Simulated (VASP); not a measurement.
## Ti under changes of volume

One of the cells (16.694 Å³/atom); the others are scaled copies at fixed shape and fractional positions:

```
Ti
1.0
     2.89891    0.00000    0.00000
    -1.44946    2.51053    0.00000
     0.00000    0.00000    4.58758
Ti
2
Cartesian
  1.4495 0.8368 3.4407
  0.0000 1.6737 1.1469
```

| Property | Result |
| --- | --- |
| Program | VASP 6.6.1 |
| Functional | PBEsol |
| Potentials or basis | VASP PAW PBE potentials, release 64 (Ti_sv) |
| Cutoff | 520 eV |
| k mesh | 8 × 8 × 6 |
| Occupations | fermi-dirac, width 0.05 eV |
| Spin | no spin polarisation |

```csv
volume (Å³/atom),energy over the lowest point (meV/atom),pressure (GPa)
16.026,?,?
16.360,2.56,2.5
16.694,0.00,0.0
17.028,2.44,-2.3
17.362,9.44,-4.4
```

Task: What does the run at 16.026 Å³/atom give?

Result: Energy over the lowest point 10.62 meV/atom; pressure 5.2 GPa.

Worked out: A Birch-Murnaghan fit of order 2 (a polynomial in V^(-2/3)) to the other rows has its minimum at 16.69 Å³/atom with B0 = V·E''(V) = 120 GPa at fixed shape and positions, which overstates the stiffness. It gives 10.68 meV/atom at 16.026 Å³/atom, against the run's 10.62, and -dE/dV = 5.3 GPa, against 5.2.

Energies are extrapolated to zero smearing.

Caveats: the PAW data sets were made with another functional, which shifts forces and pressure a little.
